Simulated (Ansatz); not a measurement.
F (Cmce) from a database structure, relaxed with r2SCAN+rVV10 in Ansatz: space group Cmce (No. 64), orthorhombic; a = 4.946 Å, b = 3.221 Å, c = 6.545 Å in the conventional setting, 13.03 Å³ an atom. F has 1 F at 1.40 Å. The primitive cell holds 4 atoms in 52.13 Å³. (Simulation; spin polarisation is off.)

Computed values: PBE gives a gap of 2.94 eV and PBE0 (25 % exact exchange) 6.96 eV; one over PBE's mean ε∞ is 0.495. HSE06 (6×6×4) gives a least gap of 6.15 eV, direct.

What is the density?
The cell holds 4 F: M = 4×18.998 = 75.99 u in V = 52.13 Å³. ρ = 1.66054 × M/V = 1.66054 × 75.99/52.13 = 2.421 g/cm³, for the static r2SCAN+rVV10 lattice.

Taking the gap as linear in the share of unscreened exchange, estimate the gap of the hybrid whose share is 1/ε∞.
The slope is (6.96 − 2.94)/0.25 = 16.08 eV per unit share, so E_g ≈ 2.94 + 16.08 × 0.495 = 10.90 eV. The run with that share gives 10.93 eV (6×6×4 mesh), +0.03 eV from the straight line.

At what wavelength does absorption set in by HSE06, excitons left aside?
λ = 1239.84 eV nm/E: 202 nm for the least gap. That lies in the ultraviolet, so by this gap the crystal is transparent to visible light.

The meshes of the hybrids are coarse, so their gaps aren't converged to the digits shown.
